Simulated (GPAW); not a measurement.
A run of GPAW 26.7.0:

File run.py:

```python
from ase import Atoms
from ase.dft.bandgap import bandgap
from ase.io import write
from ase.units import GPa
from gpaw import GPAW, PW

atoms = Atoms(['Ti', 'B', 'B'],
              cell=[[3.0292, 0.0, 0.0],
                    [-1.5146, 2.6233641531, 0.0],
                    [0.0, 0.0, 3.2284]],
              scaled_positions=[[0.0, 0.0, 0.0],
                                [0.6666666667, 0.3333333333, 0.5],
                                [0.3333333333, 0.6666666667, 0.5]],
              pbc=True)

calc = GPAW(mode=PW(600),
            xc='PBE',
            kpts={'size': (8, 8, 7), 'gamma': True},
            occupations={'name': 'fermi-dirac', 'width': 0.05},
            nbands=20,
            maxiter=120,
            txt='gpaw.txt')
atoms.calc = calc
energy = atoms.get_potential_energy()
forces = atoms.get_forces()
stress = atoms.get_stress()
calc.write('gs.gpw')
write('result.traj', atoms)
print(f'Energy: {energy:.6f} eV')
print('Forces (eV/A):')
print(forces.round(4))
print('Stress (GPa):', (stress / GPa).round(3))
print('Fermi level:', round(calc.get_fermi_level(), 4), 'eV')
print(f'Gap: {bandgap(calc)[0]:.4f} eV, direct: {bandgap(calc, direct=True)[0]:.4f} eV')
```

Potentials or basis: GPAW PAW data sets (gpaw-data 1.2.1), pw.

Launch:

```console
$ OMP_NUM_THREADS=1 python run.py
```

Hardware: 1 thread of Arm Neoverse V2, with other jobs on the host.

**Question.** How long does it take, and how much memory?

**Answer.** Run time: 13 s on 1 thread of Arm Neoverse V2, with other jobs on the host, peak memory 0.15 GiB. Counts: scf iterations 9, plane waves 869, bands 20, k points 40.
